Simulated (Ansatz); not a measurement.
# PbF2: a relaxation

Wanted: a converged relaxation for PbF2, and a check of what comes out. The structure is shown as the input types it.

Computed with Ansatz 0.2.0 (DFT PBE, scalar-relativistic, plane waves, PAW; settings changed (as first typed), unless a step's input says otherwise).

3 further runs of the same task are left out: 3 set aside as unsound or not needed.

### Step 1. The starting structure

It takes space group Fm-3m (No. 225, cubic). The conventional cell has a = 5.916 Å, b = 5.916 Å, c = 5.916 Å, α = 90.00°, β = 90.00°, γ = 90.00°. Pb (site symmetry m-3m) has 8 F at 2.56 Å as nearest neighbours. F (site symmetry -43m) is surrounded by 4 Pb at 2.56 Å.

As a file:

```cif
data_structure
_symmetry_space_group_name_H-M 'Fm-3m'
_symmetry_Int_Tables_number 225
_cell_length_a 5.9159
_cell_length_b 5.9159
_cell_length_c 5.9159
_cell_angle_alpha 90.000
_cell_angle_beta 90.000
_cell_angle_gamma 90.000
_cell_volume 207.04
loop_
_atom_site_label
_atom_site_type_symbol
_atom_site_symmetry_multiplicity
_atom_site_Wyckoff_symbol
_atom_site_fract_x
_atom_site_fract_y
_atom_site_fract_z
_atom_site_occupancy
Pb1 Pb 4 a 0.00000 0.00000 0.00000 1
F1 F 8 c 0.25000 0.25000 0.75000 1
```

### Step 2. The calculation

Contents of input.yaml:

```yaml
crystal:
  lattice:
    - [0.0, 2.9579484323, 2.9579484323]
    - [2.9579484323, 0.0, 2.9579484323]
    - [2.9579484323, 2.9579484323, 0.0]
  atoms:
    - { symbol: Pb, position: [0.0, 0.0, 0.0] }
    - { symbol: F, position: [0.75, 0.75, 0.75] }
    - { symbol: F, position: [0.25, 0.25, 0.25] }
basis:
  ecutwfc: 420
kpoints:
  mp_grid: { grid: [6, 6, 6] }
hamiltonian:
  xc: pbe
scf:
  occupations: { method: gaussian, width: 0.02 }
  max_iter: 50
output:
  forces: true
  eigenvalues: true
  stress: true
relax:
  adjacent_minimum: "off"
  f_tol: 0.005
  max_steps: 80
  cell: { stress_tol: 0.05 }
magnetization:
  spin_polarized: true
  initial_magnetization: 40
```

Run with:

```sh
$ ansatz run input.yaml --threads 8 --pin off --max-ram 14336MiB --backend cpu --events-out ev --progress --plain --runs-dir out
```

**Question.** How will this run end, and is anything wrong with its input?

The program finished normally, with warnings (seeded moment not kept). Its log warns: «the starting moments were not kept: the SCF closed with an absolute magnetisation of 5.1e-7 μB, where they sum to 40 μB in size (3 sites) ...»

The suspect setting: magnetization.spin_polarized is true; magnetization.initial_magnetization is 40. The risk: unrealistic starting moment. The run ends with a total moment of 0.00 μB. It still converged here, which does not make the setting sound.

The test: delete magnetization.spin_polarized and magnetization.initial_magnetization (the default then holds).
